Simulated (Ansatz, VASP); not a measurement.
Two plane-wave programs on NiO2

The input INCAR:

```
PREC     = Accurate       # precision mode
ENCUT    = 520            # plane-wave cutoff, eV
EDIFF    = 1E-7           # SCF threshold, eV
ISMEAR   = 0              # smearing method
SIGMA    = 0.05           # smearing width, eV
LREAL    = False          # projectors in reciprocal space
LASPH    = True           # aspherical terms in the spheres
NELM     = 60             # most SCF steps
ALGO     = Normal         # electronic algorithm
ISIF     = 2              # what is computed and relaxed
LWAVE    = False          # write WAVECAR
LCHARG   = True           # write CHGCAR
LELF     = True           # ELF
LVHAR    = True         
NBANDS   = 18             # bands
```

The input KPOINTS:

```
Automatic mesh
0
Gamma
  12 12 6
```

Contents of POSCAR:

```
NiO2
1.0
    2.7239885620      0.0000000000      0.0000000000
   -1.3619942810      2.3590432943      0.0000000000
    0.0000000000      0.0000000000      4.3267834318
Ni O
1 2
Direct
    0.0000000000      0.0000000000      0.5000000000
    0.6666666667      0.3333333333      0.7542852723
    0.3333333333      0.6666666667      0.2457147277
```

Input for Ansatz:

```yaml
crystal:
  lattice:
    - [2.723988562, 0.0, 0.0]
    - [-1.361994281, 2.3590432943, 0.0]
    - [0.0, 0.0, 4.3267834318]
  atoms:
    - { symbol: Ni, position: [0.0, 0.0, 0.5] }
    - { symbol: O, position: [0.6666666667, 0.3333333333, 0.7542852723] }
    - { symbol: O, position: [0.3333333333, 0.6666666667, 0.2457147277] }
basis:
  ecutwfc: 520.0
kpoints:
  mp_grid: { grid: [12, 12, 6] }
hamiltonian:
  xc: lda
  pseudopotentials: { kind: paw }
scf:
  occupations: { method: gaussian, width: 0.05 }
output:
  forces: true
  stress: true
  eigenvalues: true
```

Alike in both runs: task single point; functional LDA; k mesh 12 × 12 × 6; occupations gaussian, width 0.05 eV; no spin polarisation.

|  | VASP | Ansatz |
| --- | --- | --- |
| version | VASP 6.6.1 | Ansatz 0.2.0 |
| potentials or method | VASP PAW LDA potentials, release 64 (Ni, O) | scalar-relativistic, plane waves, PAW |
| plane-wave cutoff (eV) | 520 | 520 |
| valence electrons in the cell | 22 | 30 |

```csv
,VASP,Ansatz,Ansatz less VASP
gap on the k mesh at the Fermi level (eV),0.46,0.50,+0.037
least direct gap on the mesh (eV),0.50,0.53,+0.031
pressure (GPa),-18.0,-18.7,-0.72
largest component of the traceless stress (GPa),14.98,15.00,+0.019
rms of the force components (eV/Å),1.266,1.318,+0.0521
```

Atom by atom the forces differ by 0.052 eV/Å (rms over components). The two sets of potentials don't hold the same shells in valence.

Caveats: so large a pressure means that the cell lies far from this level's equilibrium, or that cutoff or potentials fall short (VASP); forces of over 1 eV/Å show positions far from the minimum, so gaps and moduli don't describe the material at rest. Spin polarisation is off, so any magnetic state and its effect on volume and gap are missing.
